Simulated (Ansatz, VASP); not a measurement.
**One calculation of KF (Carobbiite), two programs**

```
K F
1.0
     0.00000    2.67185    2.67185
     2.67185    0.00000    2.67185
     2.67185    2.67185    0.00000
K F
1 1
Direct
  0.00000 0.00000 0.00000
  0.50000 0.50000 0.50000
```

Alike in both runs: task single point; functional LDA; k mesh 9 × 9 × 9; occupations fermi-dirac, width 0.05 eV; no spin polarisation.

|  | VASP | Ansatz |
| --- | --- | --- |
| version | VASP 6.6.1 | Ansatz 0.2.0 |
| potentials or method | VASP PAW LDA potentials, release 64 (K_sv, F) | Ansatz PAW |
| plane-wave cutoff (eV) | 520 | 420 |
| valence electrons in the cell | 16 | 16 |

Ansatz gave:

```
gap on the k mesh at the Fermi level (eV) : 5.81
least direct gap on the mesh (eV)         : 5.81
pressure (GPa)                            : -3.5
```

What did VASP give for the same quantities?

gap on the k mesh at the Fermi level (eV): 5.79; least direct gap on the mesh (eV): 5.79; pressure (GPa): -3.4.

Caveats: an odd mesh through Γ misses points on the zone boundary, where band edges often lie (VASP); odd divisions of the mesh miss points on the zone boundary, where band edges often lie, so the gap on the mesh can be too wide (Ansatz); the pressure holds a Pulay correction of +0.4 GPa for the finite cutoff (Ansatz); the PAW data sets come from PBE, with cores solved anew for the run's functional, which leaves a small shift of forces and pressure (Ansatz). A hybrid or GW would open this gap; LDA tends to underestimate it.
